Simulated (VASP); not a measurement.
**InP: relaxation of cell and atoms with PBE**

The system is InP.

```
In P
1.0
     0.00000    2.97915    2.97915
     2.97915    0.00000    2.97915
     2.97915    2.97915    0.00000
In P
1 1
Direct
  0.00000 0.00000 0.00000
  0.25000 0.25000 0.25000
```

```json
{"Program": "VASP 6.6.1", "Task": "relaxation of cell and atoms", "Functional": "PBE", "Potentials or basis": "VASP PAW PBE potentials, release 64 (In_d, P)", "Cutoff": "600 eV", "k mesh": "8 × 8 × 8", "Occupations": "gaussian, width 0.03 eV", "Spin": "no spin polarisation", "Further INCAR settings": "ALGO = Normal; EDIFF = 1e-07; IBRION = 2; EDIFFG = -0.005; NSW = 90; ISIF = 3"}
```

| Property | Result |
| --- | --- |
| Pressure after relaxing | 0.0 GPa |
| Band gap on the k mesh | 0.44 eV, direct |

Final structure:
```
CELL_PARAMETERS angstrom
0.00000 2.97915 2.97915
2.97915 0.00000 2.97915
2.97915 2.97915 0.00000
ATOMIC_POSITIONS crystal
In 0.00000 0.00000 0.00000
P 0.25000 0.25000 0.25000
```

Levels at points of the mesh, in eV from the valence-band top:
```csv
k point,band 5,band 6,band 7,band 8,band 9,band 10,band 11,band 12,band 13
"(0.00, 0.00, 0.00)",-13.97,-11.19,0.00,0.00,0.00,0.44,4.09,4.09,4.09
"(0.50, 0.00, 0.00)",-13.96,-9.62,-5.48,-0.90,-0.90,1.38,4.80,4.80,6.99
"(0.50, 0.50, 0.00)",-13.94,-9.03,-5.54,-2.16,-2.16,1.84,2.26,8.91,9.26
```

Wall time 25 s on 1 thread of Intel(R) Xeon(R) Platinum 8488C (Sapphire Rapids), with other jobs on the host, peak memory 0.21 GiB.

Caveat: the relaxation stopped at its first step, so nothing moved; spin-orbit coupling is left out, which moves the levels of the heavy elements. A hybrid or GW would open this gap; PBE tends to underestimate it.
